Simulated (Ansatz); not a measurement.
# TaN: stress in a strained cell

Aim: deform TaN (zz strain of +2 %) and compute stress, forces and field gradients with LAPW, PAW and all-electron datasets made for the crystal.

Method: DFT PBEsol, scalar-relativistic, in Ansatz 0.2.0.

## 1. Starting point

It takes space group P6_3mc (No. 186, hexagonal). The conventional cell has a = 3.050 Å, b = 3.050 Å, c = 4.940 Å, α = 90.00°, β = 90.00°, γ = 120.00°. Ta (site symmetry 3m) is surrounded by 4 N at 1.85 to 1.90 Å. N (site symmetry 3m) has 4 Ta at 1.85 to 1.90 Å as nearest neighbours.

Structure file:

```cif
data_structure
_symmetry_space_group_name_H-M 'P 1'
_symmetry_Int_Tables_number 1
_cell_length_a 3.0500
_cell_length_b 3.0500
_cell_length_c 4.9400
_cell_angle_alpha 90.000
_cell_angle_beta 90.000
_cell_angle_gamma 120.000
_cell_volume 39.80
loop_
_atom_site_label
_atom_site_type_symbol
_atom_site_fract_x
_atom_site_fract_y
_atom_site_fract_z
_atom_site_occupancy
Ta1 Ta 0.33333 0.66667 0.00000 1
Ta2 Ta 0.66667 0.33333 0.50000 1
N1 N 0.33333 0.66667 0.38500 1
N2 N 0.66667 0.33333 0.88500 1
```

Atoms are numbered in the order of the input: Ta1, Ta2, N3, N4.

## 2. After the deformation

Space group P6_3mc before, P6_3mc after.

## 3. LAPW, all electrons

input.yaml reads:

```yaml
crystal:
  lattice:
    - [3.0500010905, 0.0, 0.0]
    - [-1.5250005453, 2.641378426, 0.0]
    - [0.0, 0.0, 5.0388]
  atoms:
    - { symbol: Ta, position: [0.3333333333, 0.6666666667, 0.0] }
    - { symbol: Ta, position: [0.6666666667, 0.3333333333, 0.5] }
    - { symbol: "N", position: [0.3333333333, 0.6666666667, 0.385] }
    - { symbol: "N", position: [0.6666666667, 0.3333333333, 0.885] }
kpoints:
  mp_grid: { grid: [9, 9, 5] }
  band_path:
    path:
      - [0.0, 0.0, 0.0]
      - [0.5, 0.0, 0.0]
      - [0.3333333333, 0.3333333333, 0.0]
      - [0.0, 0.0, 0.0]
      - [0.0, 0.0, 0.5]
      - [0.5, 0.0, 0.5]
      - [0.3333333333, 0.3333333333, 0.5]
      - [0.0, 0.0, 0.5]
      - [0.5, 0.0, 0.5]
    npoints: 5
scf:
  occupations: { method: fermi_dirac, width: 0.01 }
hamiltonian:
  xc: pbesol
  pseudopotentials: { kind: all_electron, lapw: { basis_error: 0.001 } }
output:
  forces: true
  stress: true
  eigenvalues: true
```

The run is started by

```
$ ansatz run input.yaml --threads 1 --pin off --max-ram 6144MiB --backend cpu --events-out ev --progress --plain --runs-dir out
```

Standard output, cut to the lines that bear on the results:

```text
LAPW: plane waves up to 11.751 Å⁻¹, error target 1.0e-3 eV per atom; small_component_spin mean_spin; N in spheres of 0.761 Å, 7 of its electrons in bands, Dirac shells []; Ta in spheres of 1.093 Å, 45 of its electrons in bands, Dirac shells []
[...]
Pseudopotentials: kind: all_electron
Pseudopotential: Ta, LAPW, valence charge 45, Koelling and Harmon's equation, gaussian nucleus
Pseudopotential: N, LAPW, valence charge 7, Koelling and Harmon's equation, gaussian nucleus
Functional definition: PBEsol
[...]
Crystal: 4 atoms, lattice volume = 40.594 Å³
Basis set: ecut = 526.0935629907726 eV, 1099 PW (Γ), exchange–correlation at level 2
Bands: 63, of which v1, the nominal top of the filled ones, is band 52 counted from 1 (51 counted from 0)
Symmetry: 12 space group operations
Space group: P63mc (ITA 186), of the structure as read, at distance tolerance 3.4e-5 Å
k-points: 36 of 405 (time reversal used)
[...]
SCF iter   1: F=—  HF=-851860.347980 eV  |F-HF|=—  |Δ(HF+E_count)|=         —  Δρ=1.76e-1  dr2=1.36e1  ethr=1.30e-2  ⟨swp⟩=2.0  Hψ=14396  notcnv=0
[...]
the basis was enlarged: its passes take 615.8 KiB over the memory plan, 1 of 1 planned eigensolver slots
[...]
SCF iter   9: F=-851855.255966 eV  HF=-851855.255966 eV  |F-HF|=1.71e-8  |Δ(HF+E_count)|=   2.21e-7  Δρ=1.12e-5  dr2=4.17e-8  ethr=2.57e-10  ⟨swp⟩=3.0  Hψ=6401  notcnv=0
[...]
NSCF: frozen V_eff on 41 k-points
SCF converged after 9 iterations
Free energy (F): -851855.255966 eV
[...]
E sigma→0 (E₀):  -851855.255411 eV
Entropy (-TS):   -0.001110 eV (-0.277 meV/atom)
Fermi energy:    27.614053 eV
[...]
--- Forces (eV/Å), atoms counted from 1 ---
  atom   1  Ta    -0.00000000    -0.00000000     3.18476244
  atom   2  Ta     0.00000000     0.00000000     3.18476244
  atom   3  N     -0.00000000    -0.00000000    -3.18472304
  atom   4  N      0.00000000     0.00000000    -3.18472304
[...]
--- Stress (GPa, compression-positive) ---
      122.216532       0.000000      -0.000000
       -0.000000     122.216532       0.000000
       -0.000000       0.000000      90.601422
  P = ⅓ Tr σ = 111.6782 GPa (1116.782 kbar)
--- Band table (eV; the first three rows and the last of 36) ---
[...]
```

It took 2.1 min on 1 thread of Arm Neoverse V2, shared host; peak memory 0.55 GiB.

This run gives: pressure 111.68 GPa; no gap; largest force 3.185 eV/Å.

## 4. PAW with frozen cores

input.yaml reads:

```yaml
crystal:
  lattice:
    - [3.0500010905, 0.0, 0.0]
    - [-1.5250005453, 2.641378426, 0.0]
    - [0.0, 0.0, 5.0388]
  atoms:
    - { symbol: Ta, position: [0.3333333333, 0.6666666667, 0.0] }
    - { symbol: Ta, position: [0.6666666667, 0.3333333333, 0.5] }
    - { symbol: "N", position: [0.3333333333, 0.6666666667, 0.385] }
    - { symbol: "N", position: [0.6666666667, 0.3333333333, 0.885] }
kpoints:
  mp_grid: { grid: [9, 9, 5] }
scf:
  occupations: { method: fermi_dirac, width: 0.01 }
hamiltonian:
  xc: pbesol
  pseudopotentials: { kind: paw }
output:
  forces: true
  stress: true
  eigenvalues: true
  efg: { contact_densities: true }
```

The run is started by

```
$ ansatz run input.yaml --threads 1 --pin off --max-ram 6144MiB --backend cpu --events-out ev --progress --plain --runs-dir out
```

Standard output:

```text
Ta: output.efg is read without spin–orbit coupling, which moves field gradients at and beside such atoms by some per cent and up to a factor of two; PAW files take it under magnetization.noncollinear and magnetization.spin_orbit
Engine: ansatz 0.2.0
Pseudopotentials: kind: paw
Pseudopotential: Ta, paw, valence charge 13, recommended cutoff 420 eV (normal)
Pseudopotential: N, paw, valence charge 5, recommended cutoff 420 eV (normal)
[... 1 set-up line as earlier in the session ...]
  exchange = pbesol_x
  correlation = pbesol_c
Crystal: 4 atoms, lattice volume = 40.594 Å³
Basis set: ecut = 420 eV, 785 PW (Γ), exchange–correlation on 48×48×72 points (8 copies of the dense FFT grid, shifted against one another)
Bands: 22, of which v1, the nominal top of the filled ones, is band 18 counted from 1 (17 counted from 0)
[... 2 set-up lines as earlier in the session ...]
k-points: 36 of 405 (time reversal used)
Non-local potential: Ta, projectors of the file, l = 0: 3, l = 1: 2, l = 2: 2, l = 3: 1
Non-local potential: N, projectors of the file, l = 0: 2, l = 1: 2, l = 2: 1
PAW form: soft (Blöchl's): semilocal exchange-correlation on the pseudo side does not see the compensation charge
PAW frozen core: Ta, regenerated for the run's functional, and the local potential with it (the file was generated under x = pbe(κ = 0.804, μ = 0.2195149727645171), c = pbe(β = 0.06672455060314922))
PAW frozen core: N, regenerated for the run's functional, and the local potential with it (the file was generated under x = pbe(κ = 0.804, μ = 0.2195149727645171), c = pbe(β = 0.06672455060314922))
PAW one-centre angular grid: Ta, 590 points (default); XC on 64 Gauss nodes
PAW one-centre angular grid: N, 110 points (default); XC on 64 Gauss nodes
Initial density: superposition of atomic densities (neutral atoms: chi_scale 0, normalization atom), corrected by the library's trained network
Initial wavefunctions: pseudopotential atomic-orbital guess
Functional: x = pbesol(κ = 0.804, μ = 0.12345679012345678), c = pbesol(β = 0.046)
SCF iter   1: F=—  HF=-20369.270057 eV  |F-HF|=—  |Δ(HF+E_count)|=         —  Δρ=3.45e-2  dr2=4.64e-1  ethr=1.77e-3  ⟨swp⟩=6.0  Hψ=3781  notcnv=0
preconditioner: auto → Kerker (q_TF=auto, 2.674 Å⁻¹)  [metal: Δε(μ)=0.016 eV  Ē_g=9.972 eV  σ=0.010 eV  W_gap=0.36  n_scr=10 (ndim 8)  ℏωp=26.1 eV  f_vac=0.000  D(μ)=2.44/eV (n_scr^D=22)]
SCF iter   2: F=—  HF=-20369.151050 eV  |F-HF|=—  |Δ(HF+E_count)|=   1.19e-1  Δρ=7.30e-3  dr2=1.83e-2  ethr=1.29e-3  ⟨swp⟩=2.2  Hψ=1383  notcnv=0  defer=3
SCF iter   3: F=—  HF=-20369.147229 eV  |F-HF|=—  |Δ(HF+E_count)|=   3.82e-3  Δρ=3.26e-3  dr2=2.81e-3  ethr=5.07e-5  ⟨swp⟩=2.0  Hψ=1204  notcnv=0  defer=3
SCF iter   4: F=—  HF=-20369.146803 eV  |F-HF|=—  |Δ(HF+E_count)|=   4.25e-4  Δρ=5.02e-4  dr2=7.36e-5  ethr=7.81e-6  ⟨swp⟩=2.4  Hψ=1224  notcnv=0  defer=3
SCF iter   5: F=—  HF=-20369.146792 eV  |F-HF|=—  |Δ(HF+E_count)|=   1.12e-5  Δρ=1.43e-4  dr2=5.91e-6  ethr=2.05e-7  ⟨swp⟩=2.5  Hψ=1259  notcnv=0  defer=3
SCF iter   6: F=—  HF=-20369.146791 eV  |F-HF|=—  |Δ(HF+E_count)|=   1.24e-6  Δρ=2.54e-5  dr2=1.75e-7  ethr=1.64e-8  ⟨swp⟩=2.0  Hψ=1124  notcnv=0  defer=3
SCF iter   7: F=-20369.146791 eV  HF=-20369.146791 eV  |F-HF|=1.05e-9  |Δ(HF+E_count)|=   1.28e-8  Δρ=2.93e-6  dr2=2.87e-9  ethr=2.78e-10  ⟨swp⟩=5.2  Hψ=2853  notcnv=0
SCF 1 converged in 7 iterations: F = -20369.146791 eV  dr2 = 2.87e-9
SCF converged after 7 iterations
Free energy (F): -20369.146791 eV
Harris-Foulkes:  -20369.146791 eV  (|F-HF|=1.05e-9)
Internal energy: -20369.145813 eV  (E = F + TS)
E sigma→0 (E₀):  -20369.146302 eV
Entropy (-TS):   -0.000978 eV (-0.244 meV/atom)
Fermi energy:    22.093085 eV
--- Per-component energies (eV) ---
  E_band       = -67.876411
  E_kinetic    = 1038.616245
  E_local      = -1376.318639  (includes V_loc(G=0)·N_el)
  E_nonlocal   = 138.802638
  E_hartree    = 492.541399
  E_xc         = -564.318330
  E_vxc        = -574.212402  (∫ρ·V_xc dr)
  E_paw        = -16799.139422  (= ΣΔE_a)
  E_vpaw       = -279.847442  (= ΣTr[D̂ρ^β])
  E_aug_tail   = 0.000548  (compensation charges beyond the density's cutoff)
  E_ewald      = -3299.813742
  E_core_change = 0.483491  (= ΣΔE_core)
  E_smearing   = -0.000978  (= −TS)
  E_closure    = 0.000000  (closes the sum)
  Σ components = -20369.146791   (vs F -20369.146791, Δ=0.00e0)
--- Forces (eV/Å), atoms counted from 1 ---
  atom   1  Ta    -0.00000000    -0.00000000     3.22749502
  atom   2  Ta     0.00000000     0.00000000     3.22749502
  atom   3  N      0.00000000    -0.00000000    -3.22748004
  atom   4  N     -0.00000000     0.00000000    -3.22748004
  max |Σ_I F_I| component: 3.00e-5 eV/Å
--- Stress (GPa, compression-positive) ---
      124.554823      -0.000000       0.000000
       -0.000000     124.554823      -0.000000
        0.000000       0.000000      92.447515
  P = ⅓ Tr σ = 113.8524 GPa (1138.524 kbar)
--- PAW observables at the nuclei: V_zz in 10²¹ V/m², potentials from the cell's mean, atoms counted from 1 ---
  atom   1  Ta V_zz =   +14.727364   η = 0.0000   by run symmetry: allowed
            electrostatic potential = -14504.658957 V   contact ρ = 8144220.151574 e/Å³
  atom   2  Ta V_zz =   +14.727364   η = 0.0000   by run symmetry: allowed
            electrostatic potential = -14504.658957 V   contact ρ = 8144220.151574 e/Å³
  atom   3  N  V_zz =    +0.946706   η = 0.0000   by run symmetry: allowed
            electrostatic potential = -531.462044 V   contact ρ = 1404.965512 e/Å³
  atom   4  N  V_zz =    +0.946706   η = 0.0000   by run symmetry: allowed
            electrostatic potential = -531.462044 V   contact ρ = 1404.965512 e/Å³
--- Band table (eV; the first three rows and the last of 36) ---
  k-point 0: bands = ["-46.2203", "-46.1396", "-13.8739", "-12.8889", "-12.8889", "-12.7266", "-12.7266", "-12.6518", "2.9953", "4.5485", "13.4007", "13.4007", "13.6206", "14.2757", "14.2757", "14.3936", "21.3794", "21.3794", "21.6620", "24.2689", "24.6780", "24.6780"]
  k-point 1: bands = ["-46.2127", "-46.1474", "-13.7679", "-12.8736", "-12.8736", "-12.7811", "-12.7423", "-12.7423", "3.2155", "4.4823", "13.3872", "13.4571", "13.4571", "13.9636", "14.1609", "14.1609", "21.7232", "21.7232", "22.1947", "24.5610", "24.5610", "24.6313"]
  k-point 2: bands = ["-46.1926", "-46.1677", "-13.4810", "-13.1052", "-12.8333", "-12.8333", "-12.7831", "-12.7831", "3.7316", "4.2226", "13.0880", "13.2823", "13.6300", "13.6300", "13.8964", "13.8964", "22.6526", "22.6526", "23.3256", "23.8206", "23.8206", "24.3707"]
  k-point 35: bands = ["-46.1110", "-46.1110", "-13.8610", "-13.8610", "-13.4592", "-13.3607", "-12.9322", "-12.9322", "5.5806", "5.5806", "13.5526", "13.5526", "14.0861", "14.9064", "16.0385", "16.0385", "19.8455", "20.3002", "23.2549", "23.2549", "24.7838", "25.2147"]
```

Wall time 4.1 s (1 thread of Arm Neoverse V2, shared host); peak memory 0.37 GiB.

Result: pressure 113.85 GPa; no gap; largest force 3.227 eV/Å; Vzz Ta1 14.73 (η = 0.00), N3 0.95 (η = 0.00) (10²¹ V/m²).

[end of part 1 of 2]
